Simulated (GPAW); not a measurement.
Input of a GPAW 26.7.0 run:

The input run.py:

```python
from ase import Atoms
from ase.dft.bandgap import bandgap
from ase.io import write
from ase.units import GPa
from gpaw import GPAW, PW, setup_paths

setup_paths.insert(0, '.')

atoms = Atoms(['Mo', 'S', 'S'],
              cell=[[3.1841260822, 0.0, 0.0],
                    [-1.5920630411, 2.757534076, 0.0],
                    [0.0, 0.0, 17.33459995]],
              scaled_positions=[[0.0, 0.0, 0.0],
                                [0.3333333333, 0.6666666667, 0.91050702],
                                [0.3333333333, 0.6666666667, 0.08949298]],
              pbc=True)

calc = GPAW(mode=PW(600),
            xc='PBEsol',
            kpts={'size': (8, 8, 2), 'gamma': True},
            occupations={'name': 'fermi-dirac', 'width': 0.05},
            nbands=25,
            convergence={'density': 1e-05, 'energy': 1e-05},
            maxiter=150,
            txt='gpaw.txt')
atoms.calc = calc
energy = atoms.get_potential_energy()
forces = atoms.get_forces()
stress = atoms.get_stress()
calc.write('gs.gpw')
write('result.traj', atoms)
print(f'Energy: {energy:.6f} eV')
print('Forces (eV/A):')
print(forces.round(4))
print('Stress (GPa):', (stress / GPa).round(3))
print('Fermi level:', round(calc.get_fermi_level(), 4), 'eV')
print(f'Gap: {bandgap(calc)[0]:.4f} eV, direct: {bandgap(calc, direct=True)[0]:.4f} eV')

path = atoms.cell.bandpath('GMKGALHA,LM,KH', npoints=80, eps=1e-4)
bs_calc = calc.fixed_density(kpts=path, symmetry='off', nbands=49,
                             convergence={'bands': 'CBM+6.0', 'eigenstates': 1e-6}, txt='bands.txt')
bs = bs_calc.band_structure()
bs.write('bs.json')
print(f'Gap on the path: {bandgap(bs_calc)[0]:.4f} eV')
```

Potentials or basis: PAW data sets generated in the run's folder for this functional, pw.

Launch:

```bash
$ gpaw-setup -f PBEsol Mo S
$ OMP_NUM_THREADS=1 python run.py
```

Predict the band gap on the k mesh.

1.76 eV, indirect (least direct gap 1.96 eV).

Predict the band gap along the path.

1.57 eV, indirect (least direct gap 1.64 eV).

What does it give for the largest force?

0.148 eV/Å.

Forces on the atoms (eV/Å):
```
Mo   0.000  0.000  0.000
S    0.000  0.000  0.148
S    0.000  0.000 -0.148
```

Expect the measured gap to be larger: semilocal functionals such as PBEsol lack the derivative discontinuity.
